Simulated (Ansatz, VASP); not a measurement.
# Os in VASP and in Ansatz

```xyz
1
Lattice="2.5579 0.0000 0.0000 0.0000 2.5579 0.0000 0.0000 0.0000 2.5579" Properties=species:S:1:pos:R:3 pbc="T T T"
Os    0.0000    0.0000    0.0000
```

Alike in both runs: functional PBE; k mesh 17 × 17 × 17; occupations fermi-dirac, width 0.08 eV; no spin polarisation.

Ansatz relaxed the structure, and its values are those at the end. VASP's run is a single point on that final structure, the one shown.

|  | VASP | Ansatz |
| --- | --- | --- |
| version | VASP 6.6.1 | Ansatz 0.2.0 |
| potentials or method | VASP PAW PBE potentials, release 64 (Os) | PAW with Ansatz's default frozen-core files, scalar-relativistic |
| plane-wave cutoff (eV) | 520 | 420 |
| valence electrons in the cell | 8 | 16 |

Ansatz gave:

```
pressure (GPa) : 0.0
```

Q: Which values does VASP return?

A: Pressure (GPa): -0.3.

With one functional, cell and mesh, what is left measures potentials, basis and numerics. The two sets of potentials don't hold the same shells in valence.

The runs have no spin-orbit coupling, so splittings on Os are missing.
